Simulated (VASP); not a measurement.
# BN: on-the-fly training of a machine-learned force field

BN, F-43m (no. 216), 64 atoms in the cell. PBEsol, machine-learned force field (on-the-fly training); PAW potentials N, B (PBE set).

Atoms in the training cell: 64; Target temperature (K): 300; Ensemble of the training: NpT, Langevin, temperature ramp.

## Input

INCAR:
```
SYSTEM = BN
  ALGO = Normal
  EDIFF = 1E-6
  ENCUT = 520
  GGA = PS
  IBRION = 0
  ISIF = 3
  ISMEAR = 0
  ISYM = 0
  KPAR = 4
  LANGEVIN_GAMMA = 10 10
  LANGEVIN_GAMMA_L = 5
  LASPH = .TRUE.
  LCHARG = .FALSE.
  LREAL = Auto
  LWAVE = .FALSE.
  MDALGO = 3
  ML_LMLFF = .TRUE.
  ML_MB = 1200
  ML_MCONF = 600
  ML_MODE = train
  NCORE = 2
  NELM = 80
  NELMIN = 4
  NSW = 6000
  NWRITE = 0
  PMASS = 100
  POTIM = 1.5
  PREC = Normal
  RANDOM_SEED = 231265 0 0
  SIGMA = 0.05
  TEBEG = 90
  TEEND = 390
```

KPOINTS:
```
k-points
0
Monkhorst-Pack
  2 2 2
```

POSCAR:
```
BN
1.0
    7.252004000000      0.000000000000      0.000000000000
    0.000000000000      7.252004000000      0.000000000000
    0.000000000000      0.000000000000      7.252004000000
N B
32 32
Direct
    0.618365160097      0.114042816339      0.122945161458
    0.878478585269      0.384399166348      0.125907664138
    0.870427630868      0.118507060763      0.381194804394
    0.138525500341      0.127256772962      0.114795962627
    0.367071720820      0.388237878156      0.126678563116
    0.610669052231      0.624307533260      0.115375962505
    0.869793537670      0.870962447153      0.119098348222
    0.379578418355      0.124478053471      0.370123296198
    0.628389169338      0.381865870237      0.361406322682
    0.872875924009      0.616885713058      0.373567387236
    0.614331897114      0.125171183530      0.624686549475
    0.872482038750      0.366329901320      0.621722089532
    0.865970808331      0.113787578610      0.876859781648
    0.115821709934      0.634682532728      0.130928741814
    0.358470913482      0.877251478648      0.115884864700
    0.125273501395      0.375360992569      0.358548576739
    0.373068761211      0.622883701955      0.382959183684
    0.615225211062      0.881106245097      0.365907566270
    0.122259039906      0.118046282089      0.636986187175
    0.379701153776      0.395119121579      0.630310943395
    0.631991110874      0.631955452945      0.619981153878
    0.874420614385      0.886172543764      0.621719107448
    0.376562047108      0.124824406106      0.880040398429
    0.621980900105      0.373739422465      0.877005360962
    0.875852369677      0.617843582991      0.882411328316
    0.114256918157      0.865062480257      0.364389207771
    0.133000317807      0.622016479564      0.616966057560
    0.365601041636      0.878484260109      0.616272696519
    0.114475365346      0.380079917737      0.865098948700
    0.372332283732      0.624944057888      0.871315484380
    0.624552449544      0.886076443138      0.870723437390
    0.114581027598      0.859803546397      0.873305852147
    0.497085575156      0.002193249537     -0.003840962512
    0.746039948712      0.244032139961     -0.004300271531
    0.751325647694     -0.003146876868      0.250831013216
    0.015729615152      0.003964020021     -0.013039897762
    0.264342487282      0.252877635230     -0.007788853562
    0.507504537706      0.500146075023     -0.005090056760
    0.744758616304      0.741780767438      0.000398116030
    0.258842935225     -0.002689342963      0.253481720019
    0.515518298559      0.239950993135      0.252130630297
    0.747464671060      0.491236165067      0.241512576115
    0.499873537220      0.003589601532      0.495601851675
    0.750450004256      0.255975247568      0.502453621760
    0.757187008086      0.003817391233      0.754037551626
    0.015112794187      0.505155859321      0.001071189142
    0.255873773402      0.742395561209     -0.002794025920
    0.006562772339      0.255218861160      0.262810486791
    0.250086649392      0.487901321149      0.266110693796
    0.509042130787      0.741240456291      0.261382980511
    0.000268086990     -0.015007675974      0.496522170246
    0.245789545891      0.263162001789      0.493446760133
    0.497901677878      0.497710198669      0.496864540370
    0.742437339574      0.751812632004      0.508909024152
    0.255162525982     -0.007673733628      0.740486912937
    0.500984336635      0.244154055925      0.744786277154
    0.736102920692      0.516137538832      0.757583717432
   -0.008057695489      0.757514145884      0.261107167943
   -0.019770149186      0.495458264070      0.496790074428
    0.255363382069      0.748995046702      0.498093509029
   -0.000482940073      0.265333629500      0.767870760715
    0.245657809039      0.492336650725      0.772277040780
    0.491894009161      0.745255915320      0.750302659866
    0.003998174111      0.758513802939      0.753234779421
```

Commands:
```
cat potpaw_PBE.64/N/POTCAR potpaw_PBE.64/B/POTCAR > POTCAR
# POSCAR: the crystal's sites, moved at random by about 0.06 A along each axis
mpirun -np 8 vasp_std > vasp.out
cp ML_ABN ../ML_AB.train
cp ML_FFN ../ML_FF.train
```

## Result

- MD steps with a DFT calculation: 16
- MD steps: 6000
- Force error on the training data while learning (meV/Å): 21.5
- Energy error on the training data while learning (meV/atom): 0.101
- Last threshold of the force error (eV/Å): 0.0122

Errors on the training data as learning went on:

| MD step | Energy (meV/atom) | Forces (meV/Å) | Stress (kbar) |
|---|---|---|---|
| 1 | 0.005 | 88.4 | 295.36 |
| 2 | 0.006 | 89.9 | 0.26 |
| 3 | 0.023 | 50.7 | 0.34 |
| 4 | 0.022 | 35.0 | 0.45 |
| 5 | 0.043 | 28.4 | 0.56 |
| 6 | 0.045 | 25.1 | 0.72 |
| 7 | 0.041 | 23.2 | 0.75 |
| 8 | 0.048 | 20.9 | 0.70 |
| 9 | 0.057 | 20.6 | 0.71 |
| 10 | 0.056 | 21.1 | 0.72 |
| 11 | 0.063 | 22.0 | 0.74 |
| 12 | 0.062 | 23.0 | 0.84 |
| 13 | 0.082 | 22.7 | 0.76 |
| 24 | 0.106 | 23.1 | 0.72 |
| 6000 | 0.101 | 21.5 | 0.68 |

DFT calculations in each fifth of the run: 15, 0, 0, 0, 1.

ML_LOGFILE:
```
ML_LOGFILE 0.2.5

* MEMORY INFORMATION ********************

Estimated memory consumption for ML force field generation (MB):

Persistent allocations for force field  :    402.4
|
|-- CMAT for basis  :     30.6
|-- SINV for basis  :      7.6
|-- FMAT for basis  :    336.3
|-- DESC for basis  :      3.3
|-- DESC product matrix  :      3.9

Persistent allocations for ab initio data     :      3.3
|
|-- Ab initio data  :      3.1
|-- Ab initio data (new)  :      0.1

Temporary allocations for sparsification  :    170.2
|
|-- SVD matrices  :    170.1

Other temporary allocations  :     40.8
|
|-- Descriptors  :     13.3
|-- Regression  :     13.5
|-- Prediction  :     14.1

Total memory consumption  :    624.0

********************

* MACHINE LEARNING SETTINGS ********************

General settings
------------------------------------------------------------
Machine learning operation mode in strings (supertag)  :         train (I) ML_MODE
Machine learning operation mode  :             0     ML_ISTART
Machine learning force field type  :        kernel     ML_TYPE
Controls the verbosity of the output at each MD step when machine learning is used  :             1     ML_OUTPUT_MODE
[... 406 lines left out ...]

Program part                                         system clock (sec)       cpu time (sec)
---------------------------------------------------|--------------------|-------------------
Setup (file I/O, parameters,...)                   |              0.289 |              0.285
Descriptor and design matrix                       |              5.618 |              5.399
Sparsification of configurations                   |              0.212 |              0.193
Regression                                         |              0.439 |              0.419
Prediction                                         |            316.363 |            311.740
---------------------------------------------------|--------------------|-------------------
TOTAL                                              |            322.921 |            318.037

********************
```

Limits: These errors are on the data that the field was fitted to, not on fresh structures.

VASP 6.6.1 took 588 s on 8 cores (Intel Xeon 6975P-C (Granite Rapids)), a shared host.
